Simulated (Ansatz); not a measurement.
Input and command of a calculation in Ansatz (plane waves; scalar-relativistic PAW potentials unless the input names others):

```yaml
crystal:
  lattice:
    - [3.1314837531, 0.0, 0.0]
    - [-1.5657418766, 2.7119444817, 0.0]
    - [0.0, 0.0, 12.2171462894]
  atoms:
    - { symbol: W, position: [0.6666666667, 0.3333333333, 0.25] }
    - { symbol: W, position: [0.3333333333, 0.6666666667, 0.75] }
    - { symbol: Se, position: [0.3333333333, 0.6666666667, 0.3909344501] }
    - { symbol: Se, position: [0.6666666667, 0.3333333333, 0.8909344501] }
    - { symbol: Se, position: [0.3333333333, 0.6666666667, 0.1090655499] }
    - { symbol: Se, position: [0.6666666667, 0.3333333333, 0.6090655499] }
basis:
  ecutwfc: 420
  xc_grid: 3
kpoints:
  mp_grid: { grid: [12, 12, 2] }
hamiltonian:
  xc: pbe
  dispersion: d3bj
scf:
  occupations: { method: gaussian, width: 0.02 }
  mixing: { algorithm: broyden, beta: 0.5, ndim: 16 }
output:
  forces: true
  eigenvalues: true
  stress: true
```

```bash
ansatz run input.yaml --threads 1 --pin off --max-ram 2560MiB --backend cpu --events-out ev --progress --plain --runs-dir out
```

Abridged log:
```
Basis set: ecut = 420 eV, 2009 PW (Γ), exchange–correlation on 72×72×270 points (27 copies of the dense FFT grid, shifted against one another)
Bands: 56, of which v1, the nominal top of the filled ones, is band 46 counted from 1 (45 counted from 0)
Symmetry: 24 space group operations
k-points: 38 of 288
SCF iter   1: F=—  HF=-42651.464227 eV  |F-HF|=—  |Δ(HF+E_count)|=         —  Δρ=5.82e-3  dr2=4.22e-2  ethr=1.77e-3  ⟨swp⟩=6.2  Hψ=7755  notcnv=0  defer=3
SCF iter   2: F=—  HF=-42651.467230 eV  |F-HF|=—  |Δ(HF+E_count)|=   3.00e-3  Δρ=3.09e-3  dr2=3.68e-3  ethr=4.59e-5  ⟨swp⟩=2.0  Hψ=3082  notcnv=0  defer=97  κ⁻¹=1.0e0(r=1)
SCF iter   3: F=—  HF=-42651.469525 eV  |F-HF|=—  |Δ(HF+E_count)|=   2.29e-3  Δρ=1.79e-3  dr2=1.36e-3  ethr=4.00e-6  ⟨swp⟩=2.6  Hψ=2822  notcnv=0  defer=59  κ⁻¹=2.1e-2(r=2)
automatic band count: iteration 3 solves 55 bands in place of 56: the levels show a gap, and the empty bands left out lie too high to hold charge; the band table lists the bands solved (type scf.n_extra_bands for more)
SCF iter   4: F=—  HF=-42651.470803 eV  |F-HF|=—  |Δ(HF+E_count)|=   1.28e-3  Δρ=2.18e-4  dr2=4.05e-5  ethr=1.48e-6  ⟨swp⟩=2.0  Hψ=2956  notcnv=0  defer=59  κ⁻¹=3.6e-4(r=3)
SCF iter   5: F=—  HF=-42651.470815 eV  |F-HF|=—  |Δ(HF+E_count)|=   1.17e-5  Δρ=8.66e-5  dr2=4.88e-6  ethr=4.40e-8  ⟨swp⟩=2.0  Hψ=2590  notcnv=0  defer=59  κ⁻¹=4.8e-5(r=4)
SCF iter   6: F=—  HF=-42651.470818 eV  |F-HF|=—  |Δ(HF+E_count)|=   3.29e-6  Δρ=2.68e-5  dr2=5.30e-7  ethr=5.31e-9  ⟨swp⟩=2.1  Hψ=2821  notcnv=0  defer=59  κ⁻¹=3.1e-6(r=5)
SCF iter   7: F=—  HF=-42651.470819 eV  |F-HF|=—  |Δ(HF+E_count)|=   2.97e-7  Δρ=7.04e-6  dr2=1.29e-7  ethr=1.09e-10  ⟨swp⟩=9.3  Hψ=8659  notcnv=0  κ⁻¹=4.3e-7(r=6)
SCF iter   8: F=-42651.470819 eV  HF=-42651.470819 eV  |F-HF|=6.78e-9  |Δ(HF+E_count)|=   6.82e-9  Δρ=2.94e-6  dr2=5.35e-9  ethr=1.09e-10  ⟨swp⟩=4.0  Hψ=6313  notcnv=0
SCF 1 converged in 8 iterations: F = -42651.470819 eV  dr2 = 5.35e-9
SCF converged after 8 iterations
Stability not checked: this state was not tested for a lower state beside it, because the mixer in use, unlike msr1, does not test its closes by its own steps (another_mixer; see scf.mixing.algorithm and scf.lower_state_search)
Free energy (F): -42651.470819 eV
Harris-Foulkes:  -42651.470819 eV  (|F-HF|=6.78e-9)
Internal energy: -42651.470819 eV  (E = F + TS)
E sigma→0 (E₀):  -42651.470819 eV
Fermi energy:    16.300007 eV
  E_disp       = -3.294528  (pairwise vdW)
--- Forces (eV/Å), atoms counted from 1 ---
  atom   1  W      0.00000000     0.00000000     0.00000000
  atom   2  W      0.00000000     0.00000000     0.00000000
  atom   3  Se     0.00000000     0.00000000    -0.00016339
  atom   4  Se     0.00000000     0.00000000    -0.00016339
  atom   5  Se     0.00000000     0.00000000     0.00016339
  atom   6  Se     0.00000000     0.00000000     0.00016339
--- Stress (GPa, compression-positive) ---
       15.336363       0.000000       0.000000
        0.000000      15.336363       0.000000
        0.000000       0.000000       8.457307
  P = ⅓ Tr σ = 13.0433 GPa (130.433 kbar)
```

Apart from outputs, empty bands and the relaxation, which only the reference makes, the input differs from a reference run on usual settings in basis.xc_grid: not typed → 3; scf.mixing.algorithm: not typed → "broyden"; scf.mixing.beta: not typed → 0.5; scf.mixing.ndim: not typed → 16. The reference, at the same geometry, ended its own course with pressure 13.04 GPa, largest force 0.000 eV/Å, gap on the mesh 0.58 eV. This run converged in 8 SCF iterations with an energy at zero smearing within 0.01 meV/atom of the reference's, pressure 13.04 GPa, largest force 0.000 eV/Å, gap on the mesh 0.58 eV.

The run took 13 s on 1 thread of Arm Neoverse V1 (shared host), peak memory 0.49 GiB.